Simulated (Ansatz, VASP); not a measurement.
## Two plane-wave programs on LuH2

```xyz
3
Lattice="0.0000 2.4795 2.4795 2.4795 0.0000 2.4795 2.4795 2.4795 0.0000" Properties=species:S:1:pos:R:3 pbc="T T T"
Lu    0.0000    0.0000    0.0000
H     1.2398    1.2398    1.2398
H     3.7193    3.7193    3.7193
```

Alike in both runs: functional PBEsol; k mesh 14 × 14 × 14; occupations fermi-dirac, width 0.1 eV; no spin polarisation.

Ansatz relaxed the structure, and its values are those at the end. VASP's run is a single point on that final structure, the one shown.

|  | VASP | Ansatz |
| --- | --- | --- |
| version | VASP 6.6.1 | Ansatz 0.2.0 |
| potentials or method | VASP PAW PBE potentials, release 64 (Lu, H) | PAW with Ansatz's default frozen-core files, scalar-relativistic |
| plane-wave cutoff (eV) | 520 | 420 |
| valence electrons in the cell | 27 | 27 |

Ansatz gave:

```
pressure (GPa) : 0.0
```

Q: Estimate VASP's values.

A: Pressure (GPa): 0.3.

Caveats: the PAW data sets were made with another functional, which shifts forces and pressure a little (VASP). The runs have no spin-orbit coupling, so splittings on Lu are missing.
